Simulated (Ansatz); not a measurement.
# B: the cost of one run

Program: Ansatz 0.2.0. Level of theory: DFT PBE, scalar-relativistic, plane waves, PAW. These are calculated values, not measurements.

## 1. The starting structure

The structure is orthorhombic, space group Pmmn (No. 59). The conventional cell has a = 1.852 Å, b = 2.939 Å, c = 3.111 Å, α = 90.00°, β = 90.00°, γ = 90.00°. B (site symmetry mm2) has 6 B at 1.76 to 1.85 Å in its first shell of neighbours.

Coordinates:

```cif
data_structure
_symmetry_space_group_name_H-M 'Pmmn:1'
_symmetry_Int_Tables_number 59
_cell_length_a 1.8519
_cell_length_b 2.9388
_cell_length_c 3.1113
_cell_angle_alpha 90.000
_cell_angle_beta 90.000
_cell_angle_gamma 90.000
_cell_volume 16.93
loop_
_atom_site_label
_atom_site_type_symbol
_atom_site_symmetry_multiplicity
_atom_site_Wyckoff_symbol
_atom_site_fract_x
_atom_site_fract_y
_atom_site_fract_z
_atom_site_occupancy
B1 B 2 a 0.00000 0.00000 0.54982 1
```

The cell is invented: random cell by space group and Wyckoff sites (Pmmn, No. 59). Lengths come from tabulated atomic sizes and are only a guess.

## 2. A first look at the guess

Contents of input.yaml:

```yaml
crystal:
  lattice:
    - [1.85186019, 0.0, 0.0]
    - [0.0, 2.9388209, 0.0]
    - [0.0, 0.0, 3.11125766]
  atoms:
    - { symbol: B, position: [0.0, 0.0, 0.54982358] }
    - { symbol: B, position: [0.5, 0.5, 0.45017642] }
basis:
  ecutwfc: 420
kpoints:
  mp_grid: { grid: [10, 6, 6] }
hamiltonian:
  xc: pbe
scf:
  occupations: { method: gaussian, width: 0.1 }
  lower_state_search: "off"
output:
  forces: true
  stress: true
  eigenvalues: true
```

The run is started by

```console
> ansatz run input.yaml --threads 1 --pin off --max-ram 2560MiB --backend cpu --events-out ev --progress --plain --runs-dir out
```

What time and memory should one allow on 1 thread of Arm Neoverse N1, shared host?

About 1.7 s, with a peak of 0.25 GiB.
